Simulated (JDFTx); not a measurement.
The system is PtS2.

```
Pt S
1.0
     3.54320    0.00000    0.00000
    -1.77160    3.06850    0.00000
     0.00000    0.00000    5.03880
Pt S
1 2
Direct
  0.00000 0.00000 0.00000
  0.66667 0.33333 0.77300
  0.33333 0.66667 0.22700
```

Base run:

* Program: JDFTx 1.7.0 (patched build)
* Functional: revPBE
* Potentials or basis: PseudoDojo-SR-PBE-0.5-standard with smoothed tails
* Cutoff: 1143 eV
* Density cutoff: 9143 eV
* k mesh: 9 × 9 × 5
* Occupations: fermi-dirac, width 0.05 eV
* Spin: no spin polarisation

Its results: band gap on the k mesh 1.06 eV, indirect (least direct gap 1.10 eV); pressure 13.1 GPa; largest force 1.262 eV/Å.

**Question.** The run is repeated on the same cell with these changes: functional from revPBE to RPBE. What comes out?

**Answer.** Band gap on the k mesh 1.08 eV, indirect (least direct gap 1.12 eV); pressure 13.8 GPa; largest force 1.273 eV/Å.

Caveats: the potentials were made for another functional, which shifts forces and pressure; spin-orbit coupling is left out, which moves the levels of the heavy elements; an odd mesh through Γ misses points on the zone boundary, where band edges often lie; the empty levels aren't tightly converged (some runs).

Not every run made on this cell is shown here.
